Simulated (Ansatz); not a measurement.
# MoS2: the cost of one run

Computed with Ansatz 0.2.0 (DFT r²SCAN, scalar-relativistic, plane waves, PAW, unless a step's input says otherwise).

2 further runs of the same task are left out: 1 that didn't finish, 1 set aside as unsound or not needed. Runs told in other sessions of the task aren't counted.

### Step 1. Starting point

Symmetry: P6_3/mmc, No. 194, hexagonal system. The conventional cell has a = 3.185 Å, b = 3.185 Å, c = 12.964 Å, α = 90.00°, β = 90.00°, γ = 120.00°. Around Mo (site symmetry -6m2) lie 6 S at 2.41 Å. S (site symmetry 3m) has 3 Mo at 2.41 Å in its first shell of neighbours.

As a file:

```xyz
6
Lattice="3.1846 0.0000 0.0000 -1.5923 2.7579 0.0000 0.0000 0.0000 12.9639" Properties=species:S:1:pos:R:3 pbc="T T T"
Mo    0.0000    1.8386    3.2410
Mo    1.5923    0.9193    9.7230
S     0.0000    1.8386    8.1705
S     1.5923    0.9193    1.6885
S     0.0000    1.8386   11.2754
S     1.5923    0.9193    4.7934
```

Starting moments: Mo 0.05 μB.

### Step 2. A single point with the electronic structure

Input file input.yaml:

```yaml
crystal:
  lattice:
    - [3.1845928805, 0.0, 0.0]
    - [-1.5922964402, 2.7579383352, 0.0]
    - [0.0, 0.0, 12.9639414742]
  atoms:
    - { symbol: Mo, position: [0.3333333333, 0.6666666667, 0.25], spin: 0.05 }
    - { symbol: Mo, position: [0.6666666667, 0.3333333333, 0.75], spin: 0.05 }
    - { symbol: S, position: [0.3333333333, 0.6666666667, 0.6302475851] }
    - { symbol: S, position: [0.6666666667, 0.3333333333, 0.1302475851] }
    - { symbol: S, position: [0.3333333333, 0.6666666667, 0.8697524149] }
    - { symbol: S, position: [0.6666666667, 0.3333333333, 0.3697524149] }
basis:
  ecutwfc: 500
  ecutrho_ratio: 4
kpoints:
  mp_grid: { grid: [8, 8, 2] }
  band_path:
    path:
      - [[0.0, 0.0, 0.0], [0.5, 0.0, 0.0], [0.33333333, 0.33333333, 0.0], [0.0, 0.0, 0.0], [0.0, 0.0, 0.5], [0.5, 0.0, 0.5], [0.33333333, 0.33333333, 0.5], [0.0, 0.0, 0.5]]
      - [[0.5, 0.0, 0.5], [0.5, 0.0, 0.0]]
      - [[0.33333333, 0.33333333, 0.5], [0.33333333, 0.33333333, 0.0]]
    npoints: 14
hamiltonian:
  xc: r2scan
scf:
  occupations: { method: gaussian, width: 0.05 }
  n_extra_bands: 20
output:
  forces: true
  stress: true
  eigenvalues: true
  populations: true
  dos: { projected: true, de: 0.02, nscf_kmesh: { grid: [12, 12, 3] } }
  bader: true
  write_density: true
  write_potential: true
  elf: true
  volumetric_format: npy
magnetization:
  spin_polarized: true
checkpoint:
  read: start.run
  write: ck
  compress: false
  write_wavefunctions: false
  write_every: 100000
```

The run starts from a saved state of the same cell, the folder start.run.

On the command line:

```
> ansatz run input.yaml --threads 4 --pin off --max-ram 7168MiB --backend cpu --events-out ev --progress --plain --runs-dir out
```

What time and memory should one allow on 4 threads of Arm Neoverse V1, shared host?

About 42 s, with a peak of 1.1 GiB.
